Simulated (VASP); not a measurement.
## Se under changes of volume

One of the cells (27.806 Å³/atom); the others are scaled copies at fixed shape and fractional positions:

```
Se
1.0
     4.39512    0.00000    0.00000
    -2.19756    3.80628    0.00000
     0.00000    0.00000    4.98641
Se
3
Cartesian
  1.7022 2.9483 0.0000
  -0.4953 0.8579 3.3243
  0.9907 0.0000 1.6621
```

```yaml
Program: VASP 6.6.1
Functional: PBE
Potentials_or_basis: VASP PAW PBE potentials, release 64 (Se)
Cutoff: 520 eV
k_mesh: 7 × 7 × 6
Occupations: fermi-dirac, width 0.05 eV
Spin: no spin polarisation
```

```csv
volume (Å³/atom),energy over the lowest point (meV/atom),pressure (GPa),gap on the mesh (eV),largest force (eV/Å)
25.625,63.49,7.3,1.15,1.144
26.170,41.41,5.7,1.18,0.890
26.716,?,?,?,?
27.806,4.60,1.7,1.20,0.229
28.351,0.57,0.7,1.18,0.038
28.896,0.00,-0.3,1.15,0.140
```

Q: What does the run at 26.716 Å³/atom give?

A: Energy over the lowest point 24.57 meV/atom; pressure 4.2 GPa; gap on the mesh 1.20 eV; largest force 0.654 eV/Å.

Worked out: A Birch-Murnaghan fit of order 3 (a polynomial in V^(-2/3)) to the other rows has its minimum at 28.72 Å³/atom with B0 = V·E''(V) = 50 GPa and B' = 4.4 at fixed shape and positions, which overstates the stiffness. It gives 24.55 meV/atom at 26.716 Å³/atom, against the run's 24.57, and -dE/dV = 4.2 GPa, against 4.2. A parabola through the other rows of the gap, of slope 0.584 eV per unit of ln V there, gives 1.20 eV, against the run's 1.20.

Energies are extrapolated to zero smearing.

Caveats: an odd mesh through Γ misses points on the zone boundary, where band edges often lie; forces of over 1 eV/Å show positions far from the minimum, so gaps and moduli don't describe the material at rest (some runs). Spin-orbit coupling on Se is left out.
